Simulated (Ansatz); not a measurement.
## SiC: holes, doping and thermopower

Plane-wave DFT in Ansatz, PBEsol, scalar-relativistic PAW potentials, cutoff 420 eV, no spin-orbit coupling; no spin polarisation. SiC in space group P6_3mc. Boltzmann transport at 300 K in rigid bands with one relaxation time, bands interpolated from the k mesh 12×12×6; values are means over x, y, z.

| holes (cm⁻³) | size of S (μV/K) | σ/τ (Ω⁻¹ m⁻¹ s⁻¹) |
| --- | --- | --- |
| 10^18 | 587.8 | 2.24e+16 |
| 10^19 | ? | 2.24e+17 |
| 10^20 | 199.9 | 2.28e+18 |
| 10^21 | 67.9 | 2.45e+19 |

Q: Take the lowest doping as non-degenerate: get the effective density of states and the masses, and predict the missing S.

A: For parabolic bands and one τ, |S| = (k_B/e)(5/2 − η) with k_B/e = 86.17 μV/K and n = N e^η. The first row gives η = -4.32, N = 7.53×10¹⁹ cm⁻³ and, from N = 2.509×10¹⁹ cm⁻³ × m_d^(3/2), a density-of-states mass of 2.08 mₑ (all valleys and bands together). σ/τ = ne²/m_c gives a conductivity mass of 1.26 mₑ; m_d is 1.7 times m_c, the sign of several valleys, several bands or anisotropy. A decade of doping costs (k_B/e) ln 10 = 198.4 μV/K, which predicts 389 μV/K; the run gave 390.2. There η is about -2.0, where Fermi statistics begin to count, but their first corrections to η and to the mean carrier energy nearly cancel, so the rule still holds. At 10^21 cm⁻³ the rule would give -7 μV/K against 67.9: the gas is degenerate there. Scattering that depends on energy changes the 5/2, and whether such doping can be reached wasn't computed.

Cost: about 2.2 core-minutes for the runs cited, on Intel Xeon 6975P-C (Granite Rapids) (shared hosts).

The thermopower falls with doping because the Fermi level moves towards and then into the valence band, so each hole carries less energy relative to it. Once the gas is degenerate, contributions from either side of the Fermi level largely cancel, leaving a small but finite S. In SiC the valence-band top lies at Γ and is mainly carbon 2p, so the gap between the two masses probably reflects several bands and their anisotropy rather than separate valleys. Conductivity over τ grows slightly faster than the hole count at the two highest dopings, which suggests that holes deeper in the band are lighter on average, through warping or a crystal-field-split band coming into play.

The product S²σ/τ rises through every row, since the gain in carriers outweighs the loss of thermopower, so the table brackets no optimum doping. Nor does this make heavily doped SiC a good thermoelectric: ionised dopants would shorten τ, and the stiff, light lattice conducts heat well.
